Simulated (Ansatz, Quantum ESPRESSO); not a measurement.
**GaCuSe2: 3 runs at one level of theory**

```
Se Ga Cu
1.0
    -2.80955    2.80955    5.51300
     2.80955   -2.80955    5.51300
     2.80955    2.80955   -5.51300
Se Ga Cu
4 2 2
Direct
  0.12562 0.62500 0.00062
  0.87500 0.87438 0.49938
  0.62438 0.12500 0.99938
  0.37500 0.37562 0.50062
  0.25000 0.75000 0.50000
  0.50000 0.50000 0.00000
  0.75000 0.25000 0.50000
  0.00000 0.00000 0.00000
```

Alike in all runs: task band structure; functional PBEsol; k mesh 7 × 7 × 7; occupations fermi-dirac, width 0.05 eV; no spin polarisation; no spin-orbit coupling. Pressure is positive in compression and, in plane waves, holds the error of the finite cutoff, which Ansatz's Pulay term estimates and takes out. Gaps are the smaller of the mesh's and the band path's.

```tsv
program and potentials	plane-wave cutoff (eV)	notes	band gap (eV)	pressure (GPa)	largest force (eV/Å)
Ansatz, Ansatz PAW	420	potentials made for PBE, which Ansatz adapts in part; 16 valence electrons an atom on average	?	?	?
Ansatz, all-electron LAPW, scalar-relativistic	-	-	0.16	-0.66	0.432
Quantum ESPRESSO, GBRV 1.5 PBEsol	762	12.5 valence electrons an atom on average	0.15	-0.67	0.435
```

Q: Estimate from the other rows what the run with Ansatz, Ansatz PAW gave.

A: Band gap 0.16 eV; pressure -0.68 GPa; largest force 0.433 eV/Å. Its pressure holds a Pulay term of +0.04 GPa. The other rows, which needn't bracket it: band gap 0.15 to 0.16; pressure -0.67 to -0.66; largest force 0.432 to 0.435.
